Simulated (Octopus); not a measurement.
# HfO2 (Fm-3m) in Octopus: equation of state, part 2 of 2

Octopus 16.4. Earlier steps stand in the parts before.

### 8 Equation of state, PBE, 11.82 Å³/atom (volume scaled by 1.06)

inp reads:

```
CalculationMode = gs
UnitsOutput = eV_Angstrom
PeriodicDimensions = 3
ExperimentalFeatures = yes
PseudopotentialSet = pseudodojo_pbe
%LatticeParameters
 1*angstrom | 1*angstrom | 1*angstrom
%
%LatticeVectors
 0 | 2.6076597933 | 2.6076597933
 2.6076597933 | 0 | 2.6076597933
 2.6076597933 | 2.6076597933 | 0
%
%ReducedCoordinates
 "Hf" | 0 | 0 | 0
 "O" | 0.75 | 0.75 | 0.75
 "O" | 0.25 | 0.25 | 0.25
%
%Spacing
 0.13170671*angstrom | 0.13170671*angstrom | 0.13170671*angstrom
%
DerivativesOrder = 8
%KPointsGrid
 9 | 9 | 9
%
KPointsUseSymmetries = yes
XCFunctional = gga_x_pbe + gga_c_pbe
SmearingFunction = fermi_dirac
Smearing = 0.05*eV
ExtraStates = 9
Eigensolver = chebyshev_filter
ConvRelDens = 3e-7
MaximumIter = 120
```

Potentials or basis: pseudodojo_pbe (PseudoDojo 0.5, PBE).

The run is started by

```console
$ OMP_NUM_THREADS=1 octopus > out.log
```

out.log:

```text
Running octopus

Version                : 16.4
Optional libraries     :

************************** Calculation Mode **************************
Input: [CalculationMode = gs]
**********************************************************************

Input: [SpinComponents = unpolarized]

******************************* Space ********************************
Octopus will run in 3 dimension(s).
Octopus will treat the system as periodic in 3 dimension(s).
**********************************************************************

Input: [AllElectronType = no]
Input: [PseudopotentialSet = pseudodojo_pbe]
Reading Coordinates from ReducedCoordinates block

****************************** Species *******************************
  Species 'Hf'
    type             : pseudopotential
    file             : 'Hf.upf'
    file format      : UPF2
    valence charge   : 12.0
    atomic number    :  72
    form on file     : kleinman-bylander
    lmax             : 3
    llocal           : -1
    projectors per l : 2
    total projectors : 8
    application form : kleinman-bylander
    orbitals         : 10
    bound orbitals   : 10

  Species 'O'
    type             : pseudopotential
    file             : 'O.upf'
    file format      : UPF2
    valence charge   : 6.0
    atomic number    :   8
[... 346 lines left out ...]
--------------------------%-------------------------------------------
--------------------------%-------------------------------------------
--------------------------%------------------%------------------------
--------------------------%------------------%------------------------
--------------------------%------------------%%%---------%------------
--------------------------%------------------%%%------%-%%------------
%-------------------------%------%%---------%%%%------%%%%------------
%-------------------------%------%%---------%%%%------%%%%%%%---------
%-------------------------%------%%---------%%%%------%%%%%%%%-%%%%%--
                                                    ^

Fermi energy =     6.550210 eV

**********************************************************************

*********************** SCF CYCLE ITER #    2 ************************
 etot  = -2.44505406E+03 abs_ev   =  2.23E+01 rel_ev   =  7.41E-02
 ediff =        2.55E+00 abs_dens =  2.08E+00 rel_dens =  8.68E-02
Matrix vector products: 875
Converged eigenvectors: 0
[... 151 lines left out ...]
*********************** SCF CYCLE ITER #   15 ************************
 etot  = -2.44092332E+03 abs_ev   =  3.00E-05 rel_ev   =  1.00E-07
 ediff =        1.18E-06 abs_dens =  6.62E-07 rel_dens =  2.76E-08
Matrix vector products: 875
Converged eigenvectors: 32

#  State  KPoint  Eigenvalue [eV]  Occupation    Error
      1       1      -57.260894    2.000000   ( 4.1E-08)
      1       2      -57.259916    2.000000   ( 2.8E-08)
      1       3      -57.259591    2.000000   ( 2.8E-08)
      1       4      -57.258440    2.000000   ( 2.8E-08)
      1       5      -57.257616    2.000000   ( 2.7E-08)
      1       6      -57.257441    2.000000   ( 2.7E-08)
      1      10      -57.256293    2.000000   ( 3.5E-08)
      1       7      -57.255851    2.000000   ( 2.6E-08)
[... 23 lines left out ...]
     21      15       21.844512    0.000000   ( 1.8E-02)
     21      19       21.868185    0.000000   ( 2.7E-02)
     21      24       22.119439    0.000000   ( 1.7E-02)
     20      22       22.152420    0.000000   ( 7.6E-03)
     21      22       22.155454    0.000000   ( 2.3E-02)
     21      23       22.486178    0.000000   ( 2.0E-02)
     21      27       22.699880    0.000000   ( 2.4E-02)
     21      18       22.793832    0.000000   ( 2.1E-02)

Density of states:

---------------------------%------------------------------------------
---------------------------%------------------------------------------
---------------------------%------------------------------------------
---------------------------%------------------------------------------
---------------------------%----------------------%-%----%------------
---------------------------%-----------%----------%-%----%--%---------
---------------------------%-----------%----------%-%----%-%%---------
%--------------------------%-----------%---------%%%%----%-%%---------
%--------------------------%-----------%---------%%%%----%-%%%-%%-%%%-
%--------------------------%----------%%--------%%%%%%---%%%%%%%%%%%%-
                                                      ^

Fermi energy =     5.429700 eV

**********************************************************************

Info: SCF converged in   15 iterations

** Warning:
**   Some of the states are not fully converged!

Info: Number of matrix-vector products:      13125
Info: Finished writing information to 'restart/gs'.

Octopus emitted 19 warnings.
```

It took 5.5 min on 1 thread of Intel Xeon Platinum 8488C (Sapphire Rapids), shared host; peak memory 0.97 GiB.

Results:

```yaml
Free_energy: -2440.9233 eV
Band_gap_on_the_k_mesh: 3.70 eV, indirect (least direct gap 3.81 eV)
```

Caveat: spin-orbit coupling is left out, which moves the levels of the heavy elements; an odd mesh through Γ misses points on the zone boundary, where band edges often lie.

### 9 Equation of state, PBE

Potentials or basis: pseudodojo_pbe (PseudoDojo 0.5, PBE).

No new run: the results of the series are fitted here.

Results:

```
Equilibrium volume : 11.14 Å³/atom (rough: see the caveat)
Bulk modulus       : 218 GPa (rough)
```

Energy against volume, from the lowest point:
```csv
volume (Å³/atom),energy (meV/atom)
10.483,15.43
10.706,7.31
10.929,1.88
11.152,3.60
11.375,0.00
11.598,17.41
11.821,37.51
```

Caveat: the points scatter about the fit; the fit is doubtful: noisy points or a state that changes with volume; the number of grid points is fixed, so the spacing changes with the cell, which shifts volumes and moduli. Spin-orbit coupling is left out, which matters for the levels of Hf.
